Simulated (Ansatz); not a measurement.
# Ti2H3: the cost of one run

Computed with Ansatz 0.2.0 (DFT PBE, scalar-relativistic, plane waves, PAW, unless a step's input says otherwise).

## 1. The starting structure

The structure is hexagonal, space group P6mm (No. 183). Conventional cell: a = 3.528 Å, b = 3.528 Å, c = 5.595 Å, α = 90.00°, β = 90.00°, γ = 120.00°. Around Ti (site symmetry 6mm) lie 1 Ti at 2.11 Å and 1 H at 2.14 Å. Around Ti (site symmetry 6mm) lie 1 H at 1.35 Å. H (site symmetry 3m) is surrounded by 6 H at 2.04 to 2.05 Å and 3 Ti at 2.34 Å. H (site symmetry 6mm) has 1 Ti at 1.35 Å as nearest neighbours.

Structure file:

```cif
data_structure
_symmetry_space_group_name_H-M 'P6mm'
_symmetry_Int_Tables_number 183
_cell_length_a 3.5285
_cell_length_b 3.5285
_cell_length_c 5.5948
_cell_angle_alpha 90.000
_cell_angle_beta 90.000
_cell_angle_gamma 120.000
_cell_volume 60.33
loop_
_atom_site_label
_atom_site_type_symbol
_atom_site_symmetry_multiplicity
_atom_site_Wyckoff_symbol
_atom_site_fract_x
_atom_site_fract_y
_atom_site_fract_z
_atom_site_occupancy
Ti1 Ti 1 a 0.00000 0.00000 0.76781 1
Ti2 Ti 1 a 0.00000 0.00000 0.14506 1
H1 H 2 b 0.33333 0.66667 0.35161 1
H2 H 1 a 0.00000 0.00000 0.38614 1
```

A structure generator made this guess: random cell by space group and Wyckoff sites (P6mm, No. 183). Lengths come from tabulated atomic sizes and are only a guess.

## 2. A first look at the guess

File input.yaml:

```yaml
crystal:
  lattice:
    - [3.52849873, 0.0, 0.0]
    - [-1.76424937, 3.05576954, 0.0]
    - [0.0, 0.0, 5.59484429]
  atoms:
    - { symbol: Ti, position: [0.0, 0.0, 0.7678065] }
    - { symbol: Ti, position: [0.0, 0.0, 0.14505533] }
    - { symbol: H, position: [0.33333333, 0.66666667, 0.35160699] }
    - { symbol: H, position: [0.66666667, 0.33333333, 0.35160699] }
    - { symbol: H, position: [0.0, 0.0, 0.38614189] }
basis:
  ecutwfc: 420
kpoints:
  mp_grid: { grid: [6, 6, 4] }
hamiltonian:
  xc: pbe
scf:
  occupations: { method: gaussian, width: 0.1 }
  lower_state_search: "off"
output:
  forces: true
  stress: true
  eigenvalues: true
```

Started as:

```
ansatz run input.yaml --threads 1 --pin off --max-ram 2560MiB --backend cpu --events-out ev --progress --plain --runs-dir out
```

**Question.** How long does this run take on 1 thread of Intel Xeon 6975P-C (Granite Rapids), shared host, and how much memory does it need?

About 1.2 s, with a peak of 0.35 GiB.
